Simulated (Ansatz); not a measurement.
Runs of Ansatz 0.2.0 on BeTe. The structure is cubic, space group F-43m (No. 216). The conventional cell has a = 5.540 Å, b = 5.540 Å, c = 5.540 Å, α = 90.00°, β = 90.00°, γ = 90.00°. Around Te (site symmetry -43m) lie 4 Be at 2.40 Å. Around Be (site symmetry -43m) lie 4 Te at 2.40 Å. 

| task | level | cell | k mesh | cutoff (eV) | smearing | basis error allowed | mesh quality | gap on the mesh (eV) | pressure (GPa) | relaxed volume (Å³/atom) |
| --- | --- | --- | --- | --- | --- | --- | --- | --- | --- | --- |
| phonons | PBE | as given | 6 × 6 × 6 | 246 | fermi-dirac 0.05 eV | 0.001 eV/atom | not flagged | 1.86 | - | - |
| relaxation of cell and atoms | BLYP+D4 | relaxed | 8 × 8 × 8 | - | fermi-dirac 0.05 eV | 0.001 eV/atom | not flagged | 2.22 | 0.0 | 22.02 |
| single point | PBE | as given | 8 × 8 × 8 | 227 | gaussian 0.018 eV | 0.001 eV/atom | not flagged | 1.86 | 4.3 | - |
| band structure | PBEsol | as given | 8 × 8 × 8 | 227 | fermi-dirac 0.05 eV | 0.001 eV/atom | not flagged | 1.75 | 2.3 | - |
| relaxation of cell and atoms | BLYP | relaxed | 8 × 8 × 8 | - | fermi-dirac 0.05 eV | 0.001 eV/atom | not flagged | 2.38 | 0.0 | (b) |
| relaxation of cell and atoms | PBE+D3(BJ) | relaxed | 8 × 8 × 8 | - | fermi-dirac 0.05 eV | 0.001 eV/atom | not flagged | 1.92 | 0.0 | 21.74 |
| single point | PBE | as given | 4 × 4 × 4 | 193 | fermi-dirac 0.03 eV | 0.003 eV/atom | coarse | 1.85 | (a) | - |

Alike in all rows: potentials or basis all-electron LAPW, scalar-relativistic; no spin polarisation.

Q: Estimate the missing entries.

A: (a) 4.8; (b) 23.77.

Caveats: some runs use coarse meshes; spin-orbit coupling is left out, which moves the levels of the heavy elements; the volume moved by +12 % from the deposited cell, more than functionals usually miss (some runs).

A k mesh can miss the band edges, and the runs leave out spin-orbit coupling on Te.
